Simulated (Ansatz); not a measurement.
The same hydrogen abstraction along the group B, Al, Ga.

Gas-phase electronic energies from Ansatz, PBE0-D4/def2-TZVP geometries. CBS: MP2 limit from def2 TZ/QZ plus the TZ coupled-cluster correction, frozen cores. This one scheme is used for every species. Functionals use def2-TZVPP. Open shells (•) are unrestricted, without spin–orbit coupling. For Ga outer-core shells are correlated without core-valence functions, which leaves a few kJ/mol of doubt a bond. Scalar relativity is left out up to krypton. One conformer a species, not always the lowest.

```tsv
reaction	B2PLYP (kJ/mol)
`COBS` + `F[C](F)F`• → `CO[B]S`• + trifluoromethane	-10
`C[O][AlH][SH]` + `F[C](F)F`• → `C[O][Al][SH]`• + trifluoromethane	-102
`C[O][GaH][SH]` + `F[C](F)F`• → `C[O][Ga][SH]`• + trifluoromethane	-123
```

Q: Give the CCSD(T)/CBS values in the same order. (An estimate is asked.)

A: Ansatz gave: -19, -107, -117 kJ/mol.

Largest T1 diagnostic: 0.017, for `C[O][Ga][SH]`•.
